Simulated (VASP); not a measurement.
Level of theory: r2SCAN meta-GGA, VASP's PBE PAW potentials (set 64) (plane waves; VASP 6.6.1).

A VASP calculation is set up with these files.

POSCAR:
```
ZnTe
1
   -0.0000000000     3.0540149177     3.0540149177
    3.0540149177     0.0000000000     3.0540149177
    3.0540149177     3.0540149177    -0.0000000000
Zn Te
1 1
Direct
  1.0000000000   1.0000000000   1.0000000000
  0.2500000000   0.2500000000   0.2500000000
```

KPOINTS:
```
Automatic
0
Gamma
13 13 13
0 0 0
```

### INCAR
```
# general
SYSTEM  = ZnTe
PREC    = Accurate
ENCUT   = 400
LREAL   = F
LASPH   = T
NBANDS  = 39

# electronic loop
EDIFF   = 1E-7
NELM    = 100
ALGO    = Normal
LMAXMIX = 4
LMIXTAU = T

# smearing
ISMEAR  = 0
SIGMA   = 0.01

# functional
METAGGA = R2SCAN

# output
LWAVE   = F
LCHARG  = F
NEDOS   = 1001

# other
LOPTICS = T
LPEAD   = T
CSHIFT  = 0.1
```

POTCAR, in this order: Zn Te (PBE.64 set). Program: vasp_std.

The resulting files:

### OSZICAR
```
       N       E                     dE             d eps       ncg     rms          rms(c)
DAV:   1     0.817989139257E+02    0.81799E+02   -0.54565E+03  6890   0.410E+02
DAV:   2    -0.255693686154E+02   -0.10737E+03   -0.91959E+02  6781   0.138E+02
DAV:   3    -0.377393065643E+02   -0.12170E+02   -0.11902E+02  8019   0.412E+01
DAV:   4    -0.379563160035E+02   -0.21701E+00   -0.21683E+00  7808   0.574E+00
DAV:   5    -0.379577199131E+02   -0.14039E-02   -0.14039E-02  7617   0.447E-01    0.505E+00
DAV:   6    -0.353896627307E+02    0.25681E+01   -0.66926E-01  7009   0.103E+01    0.448E+00
DAV:   7    -0.353308993396E+02    0.58763E-01   -0.26295E-01  6748   0.378E+00    0.275E+00
DAV:   8    -0.354074047972E+02   -0.76505E-01   -0.98517E-02  6629   0.124E+00    0.692E-01
DAV:   9    -0.354223363860E+02   -0.14932E-01   -0.55926E-02  6573   0.964E-01    0.595E-01
DAV:  10    -0.354501207746E+02   -0.27784E-01   -0.72796E-03  6741   0.401E-01    0.151E-01
DAV:  11    -0.354507695988E+02   -0.64882E-03   -0.85409E-04  7770   0.137E-01    0.127E-01
DAV:  12    -0.354473132620E+02    0.34563E-02   -0.19745E-03  6874   0.248E-01    0.897E-02
DAV:  13    -0.354511130091E+02   -0.37997E-02   -0.11700E-03  6762   0.168E-01    0.140E-02
DAV:  14    -0.354511614657E+02   -0.48457E-04   -0.51386E-05  7989   0.281E-02    0.995E-03
DAV:  15    -0.354511679982E+02   -0.65325E-05   -0.35281E-06  7594   0.117E-02    0.853E-03
DAV:  16    -0.354511682658E+02   -0.26765E-06   -0.58259E-07  7711   0.331E-03    0.409E-03
DAV:  17    -0.354511690322E+02   -0.76636E-06   -0.86661E-07  7161   0.443E-03    0.147E-03
DAV:  18    -0.354511689572E+02    0.75021E-07   -0.36565E-08  7157   0.736E-04
   1 F= -.35451169E+02 E0= -.35451169E+02  d E =-.644057E-13
 imaginary and real dielectric function
```

OUTCAR:
```
------------------------ aborting loop because EDIFF is reached ----------------------------------------
  FORCE on cell =-STRESS in cart. coord.  units (eV):
  Direction    XX          YY          ZZ          XY          YZ          ZX
  --------------------------------------------------------------------------------------
  Total       -0.0089259     -0.0089259     -0.0089259     -0.0000000      0.0000000     -0.0000000
  in kB       -0.2510276     -0.2510276     -0.2510276     -0.0000000      0.0000000     -0.0000000
  external PRESSURE =      -0.2510276 kB  Pullay stress =       0.0000000 kB
  volume of cell :       56.97
      direct lattice vectors                 reciprocal lattice vectors
     0.000000000  3.054014918  3.054014918    -0.163718912  0.163718912  0.163718912
     3.054014918  0.000000000  3.054014918     0.163718912 -0.163718912  0.163718912
     3.054014918  3.054014918  0.000000000     0.163718912  0.163718912 -0.163718912
 POSITION                                       TOTAL-FORCE (eV/Angst)
 -----------------------------------------------------------------------------------
      0.00000      0.00000      0.00000         0.000000      0.000000      0.000000
      1.52701      1.52701      1.52701        -0.000000     -0.000000     -0.000000
 -----------------------------------------------------------------------------------
    total drift:                               -0.000011     -0.000011     -0.000011
  FREE ENERGIE OF THE ION-ELECTRON SYSTEM (eV)
  ---------------------------------------------------
  free  energy   TOTEN  =       -35.4511689572 eV

  energy  without entropy=      -35.4511689572  energy(sigma->0) =      -35.45116896

 plasma frequency squared (from intraband transitions) (eV^2)
  --------------------------------------------------------------------------------------
       0.000       0.000       0.000
       0.000       0.000       0.000
       0.000       0.000       0.000

 plasma frequency squared (from interband transitions, int dw w eps(2)(w)) (eV^2)
  --------------------------------------------------------------------------------------
     255.237       0.000       0.000       0.000       0.000      -0.000
       0.000      -0.000     255.237       0.000      -0.000       0.000
       0.000       0.000      -0.000      -0.000     255.237       0.000
```
(Selected blocks of OUTCAR.)

The compound is ZnTe in the zinc blende structure. It was relaxed first.
